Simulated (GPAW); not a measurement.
# BP (F-43m) in GPAW: settings compared, part 2 of 2

GPAW 26.7.0. The steps go on from the part before.

## 3. Hybrid scf, r2SCAN-EpsX

Contents of run.py:

```python
import numpy as np
from ase.dft.bandgap import bandgap
from ase.io import read, write
from gpaw import GPAW, PW
from gpaw.xc import parametrizedxc

class ScaledMGGA(parametrizedxc.ParametrizedKernel):
    """Weighted sum of Libxc meta-GGA parts, named like '0.75_MGGA_X_..+1.0_MGGA_C_..'."""
    def __init__(self, name):
        super().__init__(name)
        self.type = 'MGGA'

    def calculate(self, e_g, n_sg, dedn_sg, sigma_xg, dedsigma_xg, tau_sg, dedtau_sg):
        e_g[:] = dedsigma_xg[:] = dedtau_sg[:] = 0.0
        for kernel, c in zip(self.kernels, self.coefs):
            e, v, s, t = [np.zeros_like(x) for x in [e_g, dedn_sg, dedsigma_xg, dedtau_sg]]
            kernel.calculate(e, n_sg, v, sigma_xg, s, tau_sg, t)
            e_g += c * e
            dedn_sg += c * v
            dedsigma_xg += c * s
            dedtau_sg += c * t

parametrizedxc.ParametrizedKernel = ScaledMGGA

atoms = read('POSCAR')

calc = GPAW(mode=PW(300),
            xc={'name': '0.887_MGGA_X_R2SCAN+1.0_MGGA_C_R2SCAN', 'fraction': 0.113, 'omega': 0.0, 'backend': 'pw'},
            kpts={'size': (5, 5, 5), 'gamma': True},
            occupations={'name': 'fermi-dirac', 'width': 0.05},
            nbands=11,
            convergence={'density': 0.0001},
            maxiter=60,
            txt='gpaw.txt')
atoms.calc = calc
energy = atoms.get_potential_energy()
calc.write('gs.gpw')
write('result.traj', atoms)
print(f'Energy: {energy:.6f} eV')
print('Fermi level:', round(calc.get_fermi_level(), 4), 'eV')
print(f'Gap: {bandgap(calc)[0]:.4f} eV, direct: {bandgap(calc, direct=True)[0]:.4f} eV')
```

Contents of POSCAR:

```
BP
1.0
    0.0000000000      2.2690000000      2.2690000000
    2.2690000000      0.0000000000      2.2690000000
    2.2690000000      2.2690000000      0.0000000000
P B
1 1
Direct
    0.7500000000      0.7500000000      0.7500000000
    0.0000000000      0.0000000000      0.0000000000
```

Potentials or basis: GPAW PAW data sets (gpaw-data 1.2.1), pw.

Run with:

```bash
$ OMP_NUM_THREADS=1 python run.py
```

gpaw.txt:

```text
__  _  _
 | _ |_)|_||  |
 |__||  | ||/\| - 26.7.0

Input parameters:
  mode=PW(ecut=300.0),
  convergence={'density': 0.0001},
  kpts=MonkhorstPack(size=(5, 5, 5), gamma=True),
  maxiter=60,
  nbands=11,
  occupations=Occupations(name='fermi-dirac', width=0.05),
  xc=XC(name='0.887_MGGA_X_R2SCAN+1.0_MGGA_C_R2SCAN', fraction=0.113, omega=0.0, backend='pw')

Diagonalizing LCAO Hamiltonian
Converting LCAO to pw mode

                  P

       B

Atoms  # Å, Bohr magnetons
|   | symbol |        x |        y |        z |    initial magnetic moments |
|---|--------|----------|----------|----------|-----------------------------|
| 0 |      P | 3.403500 | 3.403500 | 3.403500 | ( 0.0000,  0.0000,  0.0000) |
| 1 |      B | 0.000000 | 0.000000 | 0.000000 | ( 0.0000,  0.0000,  0.0000) |

Unit cell  # Å
| periodic |        x |        y |        z |  lengths |    angles |
|----------|----------|----------|----------|----------|-----------|
|      yes | 0.000000 | 2.269000 | 2.269000 | 3.208851 | 60.000000 |
[... 166 lines left out ...]
|iter:   7| |  -16.822480c| -4.11 | -2.04 |
|iter:   8| |  -16.822470c| -5.43 | -3.01 |
|iter:   9| |  -16.822472c| -7.30 | -3.76 |
|iter:  10| |  -16.822471c| -7.74c| -4.20c|

Converged in 10 steps
Energy contributions relative to reference atoms: (reference = -9972.403226)

Energy contributions:
  Kinetic:           8.393920
  Coulomb:          -6.650581
  Zero:             -0.056551
  External:          0.000000
  Xc:               63.533182
  Entropy:          -0.000000
  Spinorbit:         0.000000
  Hybrid_Xc_Cc:       -72.942316
  Hybrid_Xc_Vc:        -1.406456
  Hybrid_Xc_Vv:        -7.693670
  ----------------------------
  Free energy:     -16.822471
  Extrapolated:    -16.822471

dipole moment: (-3.355016, -3.355016, -3.355016)  # |e|*Ang

Fermi level: 8.851
Eigenvalues  # (at kpt = [0.000, 0.000, 0.000])
| band index |      eig [eV] | occ [0-2] |
|------------|---------------|-----------|
|          0 |        -9.062 |     2.000 |
|          1 |         7.876 |     2.000 |
|          2 |         7.876 |     2.000 |
|          3 |         7.876 |     2.000 |
|          4 |        12.147 |     0.000 |
|          5 |        12.147 |     0.000 |
|          6 |        12.147 |     0.000 |
|          7 |        16.609 |     0.000 |
|          8 |        20.985 |     0.000 |
|          9 |        21.206 |     0.000 |
|         10 |        21.206 |     0.000 |

Gap: 2.011 eV
Transition (v -> c):
  (s=0, k=0, n=3, [0.00, 0.00, 0.00]) -> (s=0, k=7, n=4, [0.40, 0.40, 0.00])
Direct/indirect transitions are different
Direct gap: 4.271 eV
Transition at: (s=0, k=0, n=3, [0.00, 0.00, 0.00])
# Writing to gs.gpw (mode='')
```

It took 7 min on 1 thread of Arm Neoverse V1, shared host; peak memory 0.21 GiB.

The run converged, but some of its settings lie outside the range that counts as converged, so its numbers aren't taken as properties of the crystal.

What came out:

* Free energy: -16.8225 eV
* Band gap on the k mesh: 2.01 eV, indirect (least direct gap 4.27 eV)

Caveat: the k mesh is coarse (spacing up to 0.48 Å⁻¹), so the values aren't converged, least of all with exact exchange; the scaled meta-GGA exchange is a class typed in the script; the PAW data sets were made with another functional, which shifts forces and pressure a little; an odd mesh through Γ misses points on the zone boundary, where band edges often lie.

## 4. Hybrid scf, r2SCANh+D4

Edit run.py of step 3 so:

```diff
@@ -1,4 +1,6 @@
 import numpy as np
+from ase.calculators.mixing import SumCalculator
 from ase.dft.bandgap import bandgap
 from ase.io import read, write
+from dftd4.ase import DFTD4
 from gpaw import GPAW, PW
@@ -29,11 +31,11 @@
 
-calc = GPAW(mode=PW(300),
-            xc={'name': '0.887_MGGA_X_R2SCAN+1.0_MGGA_C_R2SCAN', 'fraction': 0.113, 'omega': 0.0, 'backend': 'pw'},
+calc = GPAW(mode=PW(550),
+            xc={'name': '0.900_MGGA_X_R2SCAN+1.0_MGGA_C_R2SCAN', 'fraction': 0.1, 'omega': 0.0, 'backend': 'pw'},
             kpts={'size': (5, 5, 5), 'gamma': True},
-            occupations={'name': 'fermi-dirac', 'width': 0.05},
+            occupations={'name': 'fermi-dirac', 'width': 0.001},
             nbands=11,
             convergence={'density': 0.0001},
-            maxiter=60,
+            maxiter=40,
             txt='gpaw.txt')
-atoms.calc = calc
+atoms.calc = SumCalculator([calc, DFTD4(method='r2scanh')])
 energy = atoms.get_potential_energy()
```

POSCAR is that of step 3.

Potentials or basis: GPAW PAW data sets (gpaw-data 1.2.1), pw.

Run with:

```bash
$ OMP_NUM_THREADS=1 python run.py
```

gpaw.txt:

```text
__  _  _
 | _ |_)|_||  |
 |__||  | ||/\| - 26.7.0

Input parameters:
  mode=PW(ecut=550.0),
  convergence={'density': 0.0001},
  kpts=MonkhorstPack(size=(5, 5, 5), gamma=True),
  maxiter=40,
  nbands=11,
  occupations=Occupations(name='fermi-dirac', width=0.001),
  xc=XC(name='0.900_MGGA_X_R2SCAN+1.0_MGGA_C_R2SCAN', fraction=0.1, omega=0.0, backend='pw')

Diagonalizing LCAO Hamiltonian
Converting LCAO to pw mode

                  P

       B

Atoms  # Å, Bohr magnetons
|   | symbol |        x |        y |        z |    initial magnetic moments |
|---|--------|----------|----------|----------|-----------------------------|
| 0 |      P | 3.403500 | 3.403500 | 3.403500 | ( 0.0000,  0.0000,  0.0000) |
| 1 |      B | 0.000000 | 0.000000 | 0.000000 | ( 0.0000,  0.0000,  0.0000) |

Unit cell  # Å
| periodic |        x |        y |        z |  lengths |    angles |
[... 167 lines left out ...]
|iter:   6| |  -16.984374 | -3.75 | -1.91 |
|iter:   7| |  -16.984375c| -3.87 | -2.13 |
|iter:   8| |  -16.984377c| -5.71 | -3.25 |
|iter:   9| |  -16.984378c| -6.93 | -3.91 |
|iter:  10| |  -16.984378c| -7.88c| -4.47c|

Converged in 10 steps
Energy contributions relative to reference atoms: (reference = -9972.403226)

Energy contributions:
  Kinetic:           9.285658
  Coulomb:          -7.588635
  Zero:             -0.062136
  External:          0.000000
  Xc:               53.992313
  Entropy:          -0.000000
  Spinorbit:         0.000000
  Hybrid_Xc_Cc:       -64.550722
  Hybrid_Xc_Vc:        -1.253552
  Hybrid_Xc_Vv:        -6.807304
  ----------------------------
  Free energy:     -16.984378
  Extrapolated:    -16.984378

dipole moment: (-3.361609, -3.361609, -3.361609)  # |e|*Ang

Fermi level: 8.285
Eigenvalues  # (at kpt = [0.000, 0.000, 0.000])
| band index |      eig [eV] | occ [0-2] |
|------------|---------------|-----------|
|          0 |        -8.953 |     2.000 |
|          1 |         7.894 |     2.000 |
|          2 |         7.894 |     2.000 |
|          3 |         7.894 |     2.000 |
|          4 |        12.088 |     0.000 |
|          5 |        12.088 |     0.000 |
|          6 |        12.088 |     0.000 |
|          7 |        16.563 |     0.000 |
|          8 |        20.938 |     0.000 |
|          9 |        21.133 |     0.000 |
|         10 |        21.133 |     0.000 |

Gap: 1.951 eV
Transition (v -> c):
  (s=0, k=0, n=3, [0.00, 0.00, 0.00]) -> (s=0, k=7, n=4, [0.40, 0.40, 0.00])
Direct/indirect transitions are different
Direct gap: 4.194 eV
Transition at: (s=0, k=0, n=3, [0.00, 0.00, 0.00])
# Writing to gs.gpw (mode='')
```

stdout:

```text
Energy: -17.277946 eV
Fermi level: 8.2854 eV
Gap: 1.9510 eV, direct: 4.1939 eV
```

Wall time 19 min (1 thread of Arm Neoverse V1, shared host); peak memory 0.27 GiB.

Results:

| Item | Value |
| --- | --- |
| Free energy | -17.2779 eV |
| Band gap on the k mesh | 1.95 eV, indirect (least direct gap 4.19 eV) |
| Dispersion energy per atom | -0.147 eV |

Caveat: the k mesh is coarse (spacing up to 0.48 Å⁻¹), so the values aren't converged, least of all with exact exchange; the scaled meta-GGA exchange is a class typed in the script; the PAW data sets were made with another functional, which shifts forces and pressure a little; an odd mesh through Γ misses points on the zone boundary, where band edges often lie.

## 5. The reference run

An earlier run on the cell as given: functional PBE; potentials or basis GPAW PAW data sets (gpaw-data 1.2.1); cutoff 800 eV; basis pw; k mesh 10 × 10 × 10; occupations fermi-dirac, width 0.05 eV; no spin polarisation.

* Pressure: 1.4 GPa
* Band gap on the k mesh: 1.24 eV, indirect (least direct gap 3.41 eV)

## 6. Overview

| task | level | k mesh | cutoff (eV) | smearing | maxiter | exx fractions | exx fraction | other keys | mesh quality | gap on the mesh (eV) |
| --- | --- | --- | --- | --- | --- | --- | --- | --- | --- | --- |
| one-shot levels on a semilocal density | TPSS | 7 × 7 × 7 | 550 | fermi-dirac 0.05 eV | 75 | TPSSh 0.1, TPSS0 0.25 | - | several, not listed | not flagged | 1.29 |
| hybrid scf | r2SCANh+D4 | 5 × 5 × 5 | 550 | fermi-dirac 0.001 eV | 40 | - | 0.1 | - | coarse | 1.95 |
| single point | PBE | 10 × 10 × 10 | 800 | fermi-dirac 0.05 eV | 150 | - | - | - | not flagged | 1.24 |

Alike in all rows: potentials or basis GPAW PAW data sets (gpaw-data 1.2.1), pw; no spin polarisation; cell as given.

Caveats: some runs use coarse meshes; the PAW data sets were made with another functional, which shifts forces and pressure a little (some runs); an odd mesh through Γ misses points on the zone boundary, where band edges often lie (some runs); energy and the plain gap are those of the semilocal run (some runs); the hybrids' values are one shot on its orbitals and mesh (some runs); the scaled meta-GGA exchange is a class typed in the script (some runs).

Total energies depend on the potentials used, so only differences within one code and one set of settings carry meaning.
